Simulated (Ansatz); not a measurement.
**PtSe2 (Sudovikovite) in Ansatz: the effect of functional**

Crystal: PtSe2 (Sudovikovite).

```
CELL_PARAMETERS angstrom
3.69901 0.00000 0.00000
-1.84950 3.20343 0.00000
0.00000 0.00000 5.02803
ATOMIC_POSITIONS crystal
Pt 0.00000 0.00000 0.00000
Se 0.66667 0.33333 0.75000
Se 0.33333 0.66667 0.25000
```

The cell isn't the ideal one: volume scaled by 0.98.

Alike in all runs:

| Property | Result |
| --- | --- |
| Program | Ansatz 0.2.0 |
| Task | single point |
| Potentials or basis | Ansatz PAW |
| k mesh | 8 × 8 × 5 |
| Occupations | fermi-dirac, width 0.05 eV |
| Spin | no spin polarisation |

| functional | cutoff | pressure (GPa) | largest force (eV/Å) |
| --- | --- | --- | --- |
| LDA | 420 eV (not typed: the program's choice for these potentials) | 2.3 | 0.46 |
| r2SCAN | 500 eV (not typed: the program's choice for these potentials) | 8.0 | 0.64 |
| PBE | 420 eV (not typed: the program's choice for these potentials) | ? | ? |

What does the run with functional PBE give?

Pressure 10.4 GPa; largest force 0.86 eV/Å.

Caveats: the PAW data sets come from PBE, with cores solved anew for the run's functional, which leaves a small shift of forces and pressure (some runs).
